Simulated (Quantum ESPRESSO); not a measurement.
Wanted: the native input for a Quantum ESPRESSO 7.5 run.

```
Task                : relaxation of cell and atoms
Functional          : PBEsol
Potentials or basis : GBRV 1.5 PBEsol
Cutoff              : 707 eV
Density cutoff      : 5633 eV
k mesh              : 8 × 8 × 5
Occupations         : fermi-dirac, width 0.05 eV
Spin                : no spin polarisation
Target pressure     : 30 GPa
Mixing beta         : 0.5
Most SCF iterations : 120
SCF threshold       : 6e-10 Ry
Most ionic steps    : 40
Forc conv thr       : 0.0004 Ry/bohr
Etot conv thr       : 1e-05 Ry
Ion dynamics        : bfgs
Cell dynamics       : bfgs
Press conv thr      : 0.3 kbar
```

Crystal: PtSe2 (Sudovikovite).

```
Pt Se
1.0
     3.72400    0.00000    0.00000
    -1.86200    3.22508    0.00000
     0.00000    0.00000    5.06200
Pt Se
1 2
Direct
  0.00000 0.00000 0.00000
  0.66667 0.33333 0.75000
  0.33333 0.66667 0.25000
```

The input as run:

pw.in

```
&CONTROL
  calculation = 'vc-relax'
  prefix = 'pwscf'
  outdir = './tmp'
  pseudo_dir = './pseudo'
  tprnfor = .true.
  tstress = .true.
  disk_io = 'low'
  nstep = 40
  forc_conv_thr = 0.0004
  etot_conv_thr = 1d-05
/
&SYSTEM
  ibrav = 0
  nat = 3
  ntyp = 2
  ecutwfc = 52
  ecutrho = 414
  nbnd = 21
  occupations = 'smearing'
  smearing = 'fd'
  degauss = 0.00367493
/
&ELECTRONS
  conv_thr = 6d-10
  electron_maxstep = 120
  mixing_beta = 0.5
/
&IONS
  ion_dynamics = 'bfgs'
/
&CELL
  cell_dynamics = 'bfgs'
  press = 300
  press_conv_thr = 0.3
/
ATOMIC_SPECIES
Pt   195.0840 pt_pbesol_v1.4.uspp.F.UPF
Se    78.9710 se_pbesol_v1.uspp.F.UPF
CELL_PARAMETERS angstrom
   3.7240000000    0.0000000000    0.0000000000
  -1.8620000000    3.2250786037    0.0000000000
   0.0000000000    0.0000000000    5.0620000000
ATOMIC_POSITIONS crystal
Pt     0.0000000000    0.0000000000    0.0000000000
Se     0.6666666667    0.3333333333    0.7500000000
Se     0.3333333333    0.6666666667    0.2500000000
K_POINTS automatic
8 8 5 0 0 0
```

Potentials or basis: GBRV 1.5 PBEsol.

Command:

```bash
$ OMP_NUM_THREADS=1 mpirun -n 2 pw.x -nk 2 -in pw.in > pw.out
```

It gave:

| Quantity | Value |
| --- | --- |
| Relaxed volume | 15.81 Å³/atom |
| Relaxed cell | a = 3.624 Å, b = 3.624 Å, c = 4.168 Å, α = 90.00°, β = 90.00°, γ = 120.00° |
| Space group after relaxing (to 0.05 Å) | P-3m1 (No. 164) |
| Energy change on relaxing (the enthalpy is what falls) | +270.2 meV/atom |
| Ionic steps | 11 |
| Pressure after relaxing | 30.1 GPa |
| Band gap on the k mesh | none (metal or under the smearing width) |

Caveat: the volume moved by over 15 % at a fixed basis, so the end points are rough.

Wall time 8.8 min on 2 MPI ranks on Intel(R) Xeon(R) Processor @ 2.50GHz (Skylake/Cascade Lake), with other jobs on the host, peak memory 0.38 GiB a rank.
